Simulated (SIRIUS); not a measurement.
Set up this calculation in SIRIUS 7.12.0, as the native input.

```yaml
Task: single point
Functional: PBEsol
Potentials_or_basis: PseudoDojo 0.4.1 PBEsol standard (scalar relativistic)
Cutoff: 1177 eV
Density_cutoff: 4707 eV
k_mesh: 8 × 8 × 8
Occupations: fermi-dirac, width 0.05 eV
Spin: no spin polarisation
Libxc_names: "[\"XC_GGA_X_PBE_SOL\", \"XC_GGA_C_PBE_SOL\"]"
Energy_tol: 1e-08 Ha
Density_tol: 1e-06
Mixer: anderson
Mixing_beta: 0.7
Max_scf: 100
Radial_cutoff_for_the_potentials'_integrals: 6.5 bohr
```

Crystal: MgSe.

```
Se Mg
1.0
     0.00000    2.72550    2.72550
     2.72550    0.00000    2.72550
     2.72550    2.72550    0.00000
Se Mg
1 1
Direct
  0.50000 0.50000 0.50000
  0.00000 0.00000 0.00000
```

These files were run (other wordings do the same):

sirius.json

```json
{
  "control": {
    "processing_unit": "cpu",
    "verbosity": 2,
    "num_bands_to_print": 21,
    "print_forces": true,
    "print_stress": true
  },
  "parameters": {
    "electronic_structure_method": "pseudopotential",
    "xc_functionals": ["XC_GGA_X_PBE_SOL", "XC_GGA_C_PBE_SOL"],
    "gk_cutoff": 9.3,
    "pw_cutoff": 18.6,
    "ngridk": [8, 8, 8],
    "shiftk": [0, 0, 0],
    "smearing": "fermi_dirac",
    "smearing_width": 0.0018374661,
    "num_bands": 21,
    "num_mag_dims": 0,
    "num_dft_iter": 100,
    "energy_tol": 1e-08,
    "density_tol": 1e-06
  },
  "iterative_solver": {
    "type": "davidson",
    "min_tolerance": 1e-10
  },
  "mixer": {
    "type": "anderson",
    "beta": 0.7,
    "max_history": 8
  },
  "settings": {
    "tol_ne": 1e-10,
    "pseudo_grid_cutoff": 6.5
  },
  "unit_cell": {
    "lattice_vectors": [
      [0.0, 5.150448552668, 5.150448552668],
      [5.150448552668, 0.0, 5.150448552668],
      [5.150448552668, 5.150448552668, 0.0]
    ],
    "atom_coordinate_units": "lattice",
    "atom_types": ["Se", "Mg"],
    "atom_files": {
      "Se": "Se.json",
      "Mg": "Mg.json"
    },
    "atoms": {
      "Se": [
        [0.5, 0.5, 0.5]
      ],
      "Mg": [
        [0.0, 0.0, 0.0]
      ]
    }
  }
}
```

Potentials or basis: PseudoDojo 0.4.1 PBEsol standard (scalar relativistic).

Command:

```bash
$ upf_to_json Se.upf
$ upf_to_json Mg.upf
$ OMP_NUM_THREADS=1 sirius.scf --input=sirius.json --output=out.json --task=0
```

Results of the run:

```
Pressure               : 0.0 GPa
Band gap on the k mesh : 1.77 eV
```

Wall time 79 s on 1 thread of AMD EPYC 7571, on a shared host, peak memory 0.29 GiB.
